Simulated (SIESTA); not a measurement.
The system is HgTe (Coloradoite).

```
Hg Te
1.0
     0.00000    3.21450    3.21450
     3.21450    0.00000    3.21450
     3.21450    3.21450    0.00000
Hg Te
1 1
Direct
  0.00000 0.00000 0.00000
  0.75000 0.75000 0.75000
```

Base run:

- Program: SIESTA 5.4.2
- Functional: BLYP
- Potentials or basis: PseudoDojo 0.4 standard (PBE files)
- Basis: DZP (energy shift 0.003 Ry; two zetas on semicore shells)
- Grid cutoff: 800 Ry
- Energy shift: 0.003 Ry
- k mesh: 7 × 7 × 7
- Occupations: fermi-dirac, width 0.05 eV
- Spin: no spin polarisation

Its results: band gap on the k mesh none (metal or under the smearing width); pressure 8.6 GPa.

Q: The run is repeated on the same cell with these changes: functional from BLYP to PBE. What comes out?

A: Band gap on the k mesh none (metal or under the smearing width); pressure 5.3 GPa.

PBE binds more tightly than BLYP, so the same cell stands under less pressure.

Caveats: short orbitals over semicore shells can move pressures by several GPa; the valence orbitals were made in a potential fitted to the semicore shell under them, which widens gaps by tenths of an eV or more; spin-orbit coupling is left out, which moves the levels of the heavy elements; the basis of atomic orbitals isn't converged, which shifts pressures, moduli and gaps; the potentials were made for another functional, which shifts forces and pressure (some runs).
